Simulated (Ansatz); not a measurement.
# InSe: bands on a dense mesh

Is InSe a metal, and what do its states look like over the zone? Levels and slopes are computed on a dense mesh; the geometry is as given.

Computed with Ansatz 0.2.0 (DFT PBE, scalar-relativistic, plane waves, PAW; levels and slopes on a dense k mesh at the converged density, unless a step's input says otherwise).

### 1 The starting structure

It takes space group C2/m (No. 12, monoclinic). The conventional cell has a = 11.736 Å, b = 4.110 Å, c = 4.610 Å, α = 90.00°, β = 110.30°, γ = 90.00°. Around In (site symmetry m) lie 3 Se at 2.58 to 2.78 Å and 1 In at 2.74 Å. Se (site symmetry m) has 3 In at 2.58 to 2.78 Å as nearest neighbours.

Structure file:

```
In Se
1.0
     5.86790   -2.05500    0.00000
     5.86790    2.05500    0.00000
    -1.59941    0.00000    4.32365
In Se
2 2
Direct
  0.88400 0.88400 0.00500
  0.11600 0.11600 0.99500
  0.66000 0.66000 0.64200
  0.34000 0.34000 0.35800
```

The structure comes from the Crystallography Open Database and is not relaxed.

### 2 Self-consistency and the dense mesh

Input file input.yaml:

```yaml
crystal:
  lattice:
    - [5.86790313, -2.055, 0.0]
    - [5.86790313, 2.055, 0.0]
    - [-1.59941497, 0.0, 4.32365259]
  atoms:
    - { symbol: In, position: [0.884, 0.884, 0.005] }
    - { symbol: In, position: [0.116, 0.116, 0.995] }
    - { symbol: Se, position: [0.66, 0.66, 0.642] }
    - { symbol: Se, position: [0.34, 0.34, 0.358] }
basis:
  ecutwfc: 420
kpoints:
  mp_grid: { grid: [10, 10, 10] }
hamiltonian:
  xc: pbe
scf:
  occupations: { method: gaussian, width: 0.05 }
output:
  forces: true
  eigenvalues: true
  eigenstates:
    nscf_kmesh: { grid: [16, 16, 14] }
    top_band: c6
    de_dk: true
    localisation: true
  stress: true
checkpoint:
  write: ck
  compress: false
  write_wavefunctions: false
  write_every: 100000
```

Command:

```bash
ansatz run input.yaml --threads 1 --pin off --max-ram 3072MiB --backend cpu --events-out ev --progress --plain --runs-dir out
```

Log, shortened:

```text
Warning: RAYON_NUM_THREADS=1 ignored (pool sized by the plan → 1); use --threads N
[...]
Pseudopotentials: kind: paw
Pseudopotential: In, paw, valence charge 13, recommended cutoff 420 eV (normal), In.paw.azcp
Pseudopotential: Se, paw, valence charge 16, recommended cutoff 420 eV (normal), Se.paw.azcp
Functional definition: PBE
[...]
Crystal: 4 atoms, lattice volume = 104.274 Å³
Basis set: ecut = 420 eV, 2043 PW (Γ), exchange–correlation on 90×90×64 points (8 copies of the dense FFT grid, shifted against one another)
Bands: 35, of which v1, the nominal top of the filled ones, is band 29 counted from 1 (28 counted from 0)
Symmetry: 4 space group operations
Space group: C2/m (ITA 12), of the structure as read, at distance tolerance 4.7e-5 Å
k-points: 282 of 1000
[...]
SCF iter   1: F=—  HF=-22135.619429 eV  |F-HF|=—  |Δ(HF+E_count)|=         —  Δρ=1.26e-3  dr2=1.74e-3  ethr=1.77e-3  ⟨swp⟩=7.0  Hψ=40525  notcnv=0
[...]
SCF iter  10: F=-22135.617535 eV  HF=-22135.617535 eV  |F-HF|=3.64e-12  |Δ(HF+E_count)|=  2.18e-11  Δρ=2.50e-8  dr2=1.01e-12  ethr=1.00e-12  ⟨swp⟩=8.8  Hψ=44774  notcnv=0
[...]
NSCF: frozen V_eff on 962 k-points
SCF converged after 10 iterations
Free energy (F): -22135.617535 eV
[...]
E sigma→0 (E₀):  -22135.617535 eV
Fermi energy:    8.939730 eV
[...]
--- Forces (eV/Å), atoms counted from 1 ---
  atom   1  In    -0.12536350     0.00000000     0.52371664
  atom   2  In     0.12536350    -0.00000000    -0.52371664
  atom   3  Se    -0.76036399     0.00000000    -0.15168940
  atom   4  Se     0.76036399    -0.00000000     0.15168940
[...]
--- Stress (GPa, compression-positive) ---
        5.333680      -0.000000       2.317796
       -0.000000       1.306907       0.000000
        2.317796       0.000000       2.155167
  P = ⅓ Tr σ = 2.9319 GPa (29.319 kbar)
--- Band table (eV; the first three rows and the last of 282) ---
[...]
--- Fermi surface from the table of eigenstates not read: on its mesh, or on one of the eight of every second point, the electrons fill whole bands (an insulator's do; a metal wants a denser output.eigenstates.nscf_kmesh) ---
```

Wall time 1.7 min (1 thread of Intel Xeon 6975P-C (Granite Rapids), shared host); peak memory 1.7 GiB.

The time includes the short passes below, which read the saved density.

### 3 What the table of eigenstates holds

Levels at named points, in eV from the valence-band top, on the 16×16×14 mesh:

```tsv
band	Γ	A	V	lowest	highest
28	-1.74	-1.12	-1.55	-2.63	-0.56
29	-1.11	-0.36	-1.19	-1.65	0.00
30	2.81	1.12	1.51	0.96	2.88
```

### 4 Curvature at the band extrema

A second pass solves small stars of points around each extremum from the saved density; its log was not kept.

Input file input.yaml:

```yaml
crystal:
  lattice:
    - [5.86790313, -2.055, 0.0]
    - [5.86790313, 2.055, 0.0]
    - [-1.59941497, 0.0, 4.32365259]
  atoms:
    - { symbol: In, position: [0.884, 0.884, 0.005] }
    - { symbol: In, position: [0.116, 0.116, 0.995] }
    - { symbol: Se, position: [0.66, 0.66, 0.642] }
    - { symbol: Se, position: [0.34, 0.34, 0.358] }
basis:
  ecutwfc: 420
kpoints:
  mp_grid: { grid: [10, 10, 10] }
hamiltonian:
  xc: pbe
scf:
  occupations: { method: gaussian, width: 0.05 }
checkpoint:
  read: start.run
  post_process_only: true
output:
  eigenstates:
    kpoints:
      - [0.2734522, 0.2734522, -0.3292977]
      - [0.2846591, 0.2846591, -0.3323524]
      - [0.2622453, 0.2622453, -0.3262431]
      - [0.2695274, 0.2773769, -0.3292977]
      - [0.2773769, 0.2695274, -0.3292977]
      - [0.2734522, 0.2734522, -0.3210401]
      - [0.2734522, 0.2734522, -0.3375553]
      - [-0.5613327, -0.4386673, 0.5]
      - [-0.5501258, -0.4274605, 0.4969453]
      - [-0.5725395, -0.4498742, 0.5030547]
      - [-0.5652574, -0.4347426, 0.5]
      - [-0.5574079, -0.4425921, 0.5]
      - [-0.5613327, -0.4386673, 0.5082576]
      - [-0.5613327, -0.4386673, 0.4917424]
      - [-0.0325419, 0.0325625, -0.5000062]
      - [-0.0213351, 0.0437693, -0.5030609]
      - [-0.0437488, 0.0213556, -0.4969515]
      - [-0.0364667, 0.0364872, -0.5000062]
      - [-0.0286172, 0.0286377, -0.5000062]
      - [-0.0325419, 0.0325625, -0.4917486]
      - [-0.0325419, 0.0325625, -0.5082638]
      - [-0.5, -0.5, 0.0]
      - [-0.4887931, -0.4887931, -0.0030547]
      - [-0.5112069, -0.5112069, 0.0030547]
      - [-0.5039248, -0.4960752, 0.0]
      - [-0.4960752, -0.5039248, 0.0]
      - [-0.5, -0.5, 0.0082576]
      - [-0.5, -0.5, -0.0082576]
      - [0.4083893, 0.4083893, -0.0236749]
      - [0.4195961, 0.4195961, -0.0267295]
      - [0.3971824, 0.3971824, -0.0206202]
      - [0.4044645, 0.412314, -0.0236749]
      - [0.412314, 0.4044645, -0.0236749]
      - [0.4083893, 0.4083893, -0.0154173]
      - [0.4083893, 0.4083893, -0.0319325]
      - [-0.6814788, -0.3185212, 0.5]
      - [-0.6702719, -0.3073144, 0.4969453]
      - [-0.6926856, -0.3297281, 0.5030547]
      - [-0.6854035, -0.3145965, 0.5]
      - [-0.677554, -0.322446, 0.5]
      - [-0.6814788, -0.3185212, 0.5082576]
      - [-0.6814788, -0.3185212, 0.4917424]
      - [0.0, 0.0, -0.5]
      - [0.0112069, 0.0112069, -0.5030547]
      - [-0.0112069, -0.0112069, -0.4969453]
      - [-0.0039248, 0.0039248, -0.5]
      - [0.0039248, -0.0039248, -0.5]
      - [0.0, 0.0, -0.4917424]
      - [0.0, 0.0, -0.5082576]
      - [0.1456231, 0.1456231, -0.3844599]
      - [0.15683, 0.15683, -0.3875145]
      - [0.1344163, 0.1344163, -0.3814052]
      - [0.1416984, 0.1495479, -0.3844599]
      - [0.1495479, 0.1416984, -0.3844599]
      - [0.1456231, 0.1456231, -0.3762023]
      - [0.1456231, 0.1456231, -0.3927174]
    top_band: c6
    de_dk: true
```

Valence band: two equivalent maxima away from the named points and lines, principal masses 0.14, 0.28 and 0.97 mₑ; two equivalent maxima on the M₂–D line, 0.25 eV below the edge, principal masses 0.26, 0.81 and 0.97 mₑ; two equivalent maxima on the D₂–A line, 0.34 eV below the edge, principal masses 0.35, 0.35 and 4.23 mₑ.

Conduction band: two equivalent minima away from the named points and lines, principal masses 0.14, 0.37 and 0.59 mₑ; two equivalent minima on the M₂–D line, 0.19 eV above the edge, principal masses 0.11, 0.93 and 2.04 mₑ; one minimum at A, 0.19 eV above the edge, principal masses 0.15, 0.18 and 0.57 mₑ; two equivalent minima away from the named points and lines, 0.32 eV above the edge, principal masses 0.14, 0.15 and 2.45 mₑ.

### 5 Outcome

| quantity | value |
| --- | --- |
| gap | 0.91 eV, indirect |
| valence top | two equivalent maxima away from the named points and lines, principal masses 0.14, 0.28 and 0.97 mₑ |
| conduction bottom | two equivalent minima away from the named points and lines, principal masses 0.14, 0.37 and 0.59 mₑ |

In words: The gap is indirect, 0.91 eV at this level of theory, which underestimates gaps. Spin-orbit coupling is left out; with In it can split, shift or remove band edges.
